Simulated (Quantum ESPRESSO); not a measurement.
GaAs:

```
As Ga
1.0
     0.00000    2.82685    2.82685
     2.82685    0.00000    2.82685
     2.82685    2.82685    0.00000
As Ga
1 1
Cartesian
  4.2403 4.2403 4.2403
  0.0000 0.0000 0.0000
```

* Program: Quantum ESPRESSO 7.5
* Task: phonons
* Functional: RPBE
* Potentials or basis: PseudoDojo 0.4.1 SR PBE standard
* Cutoff: 1143 eV
* Density cutoff: 4572 eV
* k mesh: 6 × 6 × 6, shifted
* Occupations: fermi-dirac, width 0.05 eV
* Spin: no spin polarisation
* Mixing beta: 0.5
* Most SCF iterations: 120
* SCF threshold: 4e-10 Ry

The cell and the atoms were relaxed first, to 24.56 Å³/atom (a = 4.111 Å, b = 4.111 Å, c = 4.111 Å, α = 60.00°, β = 60.00°, γ = 60.00°), and the response was taken there.

The first run showed a gap, so the response started from a second, tighter run with fixed occupations.

Where do the zone-centre optical modes lie?

T2 at 246 cm⁻¹ (IR and Raman). Polar modes are given without the macroscopic field (transverse values).

Optical modes at Γ, degenerate ones joined, polar ones without the macroscopic field:
| cm⁻¹ | components | symmetry | active in | IR intensity, summed ((D/Å)²/amu) |
| --- | --- | --- | --- | --- |
| 246 | 3 | T2 | IR and Raman | 9.96 |

Caveat: the potentials were made for another functional, which shifts forces and pressure; the shifted mesh misses Γ, where the gap is smaller or closed, so treating the crystal as an insulator may be wrong and the dielectric response too small.
